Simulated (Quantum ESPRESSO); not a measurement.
This Quantum ESPRESSO 7.5 run on ZnSe (Stilleite) needs a look.

Contents of pw.in:

```
&CONTROL
  calculation = 'scf'
  prefix = 'pwscf'
  outdir = './tmp'
  pseudo_dir = './pseudo'
  tprnfor = .true.
  tstress = .true.
  disk_io = 'nowf'
/
&SYSTEM
  ibrav = 0
  nat = 2
  ntyp = 2
  ecutwfc = 63
  ecutrho = 506
  nbnd = 20
  input_dft = 'pbesol'
  occupations = 'smearing'
  smearing = 'fd'
  degauss = 0.00367493
/
&ELECTRONS
  conv_thr = 4d-10
  electron_maxstep = 80
  mixing_beta = 2
  mixing_ndim = 1
/
ATOMIC_SPECIES
Se    78.9710 Se_pbe_v1.uspp.F.UPF
Zn    65.3800 Zn_pbe_v1.uspp.F.UPF
CELL_PARAMETERS angstrom
   0.0000000000    2.8338000000    2.8338000000
   2.8338000000    0.0000000000    2.8338000000
   2.8338000000    2.8338000000    0.0000000000
ATOMIC_POSITIONS crystal
Se     0.7500000000    0.7500000000    0.7500000000
Zn     0.0000000000    0.0000000000    0.0000000000
K_POINTS automatic
8 8 8 0 0 0
```

Potentials or basis: SSSP 1.3 efficiency PBE.

Command:

```console
$ OMP_NUM_THREADS=1 pw.x -in pw.in > pw.out
```

pw.out:

```text
This program is part of the open-source Quantum ESPRESSO suite
     for quantum simulation of materials; please cite
         "P. Giannozzi et al., J. Phys.:Condens. Matter 21 395502 (2009);
         "P. Giannozzi et al., J. Phys.:Condens. Matter 29 465901 (2017);
         "P. Giannozzi et al., J. Chem. Phys. 152 154105 (2020);
     in publications or presentations arising from this work. More details at

     IMPORTANT: XC functional enforced from input :
     Exchange-correlation= PBESOL
                           (   1   4  10   8   0   0   0)
     Any further DFT definition will be discarded
     Please, verify this is what you really want

     Message from routine setup:
     using ibrav=0 with symmetry is DISCOURAGED, use correct ibrav instead

     G-vector sticks info
     --------------------
     sticks:   dense  smooth     PW     G-vecs:    dense   smooth      PW
     Sum        1993    1003    301                58887    20827    3479

     Using Slab Decomposition

     bravais-lattice index     =            0
     lattice parameter (alat)  =       7.5733  a.u.
[... 68 lines left out ...]
        k(    1) = (   0.0000000   0.0000000   0.0000000), wk =   0.0039062
        k(    2) = (   0.0883883   0.0883883  -0.0883883), wk =   0.0312500
        k(    3) = (   0.1767767   0.1767767  -0.1767767), wk =   0.0312500
        k(    4) = (   0.2651650   0.2651650  -0.2651650), wk =   0.0312500
        k(    5) = (  -0.3535534  -0.3535534   0.3535534), wk =   0.0156250
        k(    6) = (   0.1767767   0.0000000   0.0000000), wk =   0.0234375
[... 21 lines left out ...]
        k(   28) = (  -0.7071068   0.1767767  -0.0000000), wk =   0.0468750
        k(   29) = (  -0.7071068   0.3535534   0.0000000), wk =   0.0234375

     Dense  grid:    58887 G-vectors     FFT dimensions: (  60,  60,  60)

     Smooth grid:    20827 G-vectors     FFT dimensions: (  40,  40,  40)

     Initial potential from superposition of free atoms

     starting charge      25.9998, renormalised to      26.0000
     Starting wfcs are   17 randomized atomic wfcs +    3 random wfcs

     Self-consistent Calculation

     iteration #  1     ecut=    63.00 Ry     beta= 2.00
     Davidson diagonalization with overlap
     ethr =  1.00E-02,  avg # of iterations =  5.2

     Threshold (ethr) on eigenvalues was too large:
     Diagonalizing with lowered threshold

     Davidson diagonalization with overlap
     ethr =  3.46E-04,  avg # of iterations =  1.4

     total energy              =    -504.50648229 Ry
     estimated scf accuracy    <       0.08929647 Ry
[... 257 lines left out ...]
     iteration # 24     ecut=    63.00 Ry     beta= 2.00
     Davidson diagonalization with overlap
     c_bands:  2 eigenvalues not converged
     c_bands:  1 eigenvalues not converged
     c_bands:  2 eigenvalues not converged
     c_bands:  1 eigenvalues not converged
```

Task: Diagnose the run.

Result: The calculation hadn't finished when its time ran out. The input holds a flaw that was put in on purpose: mixing far too strong (mixing_beta = 2; mixing_ndim = 1).
